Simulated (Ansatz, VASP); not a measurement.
# ZnS: equilibrium volume by level of theory

It takes space group P6_3mc (No. 186, hexagonal). The conventional cell has a = 3.811 Å, b = 3.811 Å, c = 6.234 Å, α = 90.00°, β = 90.00°, γ = 120.00°. Around Zn (site symmetry 3m) lie 4 S at 2.31 to 2.40 Å. S (site symmetry 3m) is surrounded by 4 Zn at 2.31 to 2.40 Å.

| rung | level | program and potentials | cutoff (eV) | k mesh | equilibrium volume (Å³/atom) | notes |
| --- | --- | --- | --- | --- | --- | --- |
| LDA | LDA | Ansatz, Ansatz PAW | 420 | 8 × 8 × 5 | 18.59 | potentials made for PBE, which Ansatz adapts in part |
| LDA | LDA | VASP, LDA PAW files S, Zn, 600 eV | 600 | 8 × 8 × 5 | 18.64 | - |
| GGA + dispersion | BLYP+D3(BJ) | Ansatz, Ansatz PAW | 420 | 8 × 8 × 5 | 19.55 | potentials made for PBE, which Ansatz adapts in part |
| GGA + dispersion | BLYP+D4 | Ansatz, Ansatz PAW | 420 | 8 × 8 × 5 | 19.75 | potentials made for PBE, which Ansatz adapts in part |
| GGA + dispersion | BLYP+D4 | VASP, PBE PAW files S, Zn, 600 eV | 600 | 8 × 8 × 5 | 19.78 | potentials made for PBE |
| GGA | BPBE | Ansatz, Ansatz PAW | 420 | 8 × 8 × 5 | 20.17 | potentials made for PBE, which Ansatz adapts in part |
| GGA | PBE | VASP, PBE PAW files S, Zn, 580 eV | 580 | 8 × 8 × 5 | 20.20 | - |
| GGA + dispersion | PBE+D3(BJ) | VASP, PBE PAW files S, Zn, 600 eV | 600 | 8 × 8 × 5 | 19.49 | - |
| GGA | PBEsol | Ansatz, Ansatz PAW | 420 | 8 × 8 × 5 | 19.22 | potentials made for PBE, which Ansatz adapts in part |
| GGA + dispersion | PBEsol+D3(BJ) | Ansatz, Ansatz PAW | 420 | 8 × 8 × 5 | 18.70 | potentials made for PBE, which Ansatz adapts in part |
| GGA + dispersion | PBEsol+D3(BJ)+ATM | Ansatz, Ansatz PAW | 420 | 8 × 8 × 5 | 18.78 | potentials made for PBE, which Ansatz adapts in part |
| non-local van der Waals functional | PBE+rVV10 | VASP, PBE PAW files S, Zn, 600 eV | 600 | 8 × 8 × 5 | 19.92 | - |
| non-local van der Waals functional | optPBE-vdW | VASP, PBE PAW files S, Zn, 600 eV | 600 | 8 × 8 × 5 | 20.47 | potentials made for PBE |
| non-local van der Waals functional | vdW-DF | VASP, PBE PAW files S, Zn, 600 eV | 600 | 8 × 8 × 5 | 21.23 | potentials made for PBE |
| non-local van der Waals functional | vdW-DF2 | VASP, PBE PAW files S, Zn, 600 eV | 600 | 8 × 8 × 5 | 21.63 | potentials made for PBE |
| meta-GGA + dispersion | r2SCAN+rVV10 | VASP, PBE PAW files S, Zn, 600 eV | 600 | 8 × 8 × 5 | 19.38 | potentials made for PBE |
| meta-GGA | rSCAN | VASP, PBE PAW files S, Zn, 600 eV | 600 | 8 × 8 × 5 | 19.53 | potentials made for PBE |
| Hartree-Fock | HF | Ansatz, Ansatz PAW | 420 | 4 × 4 × 3 | 21.86 | coarse mesh; potentials made for PBE, which Ansatz adapts in part |

Task: relaxation of cell and atoms. All rows: no spin polarisation. Meshes differ between rows, which moves values too. Meshes are those of the run's cell of 4 atoms unless a note names another. Relaxations start from the cell shown or near it and stop with a little pressure left. Runs on faulty files, with rough fits or with known faults for this quantity aren't shown. No row holds spin-orbit coupling.

By rung: LDA 18.59 to 18.64; GGA + dispersion 18.70 to 19.78; GGA 19.22 to 20.20; non-local van der Waals functional 19.92 to 21.63; meta-GGA + dispersion 19.38; meta-GGA 19.53; Hartree-Fock on coarse meshes 21.86 (Å³/atom).
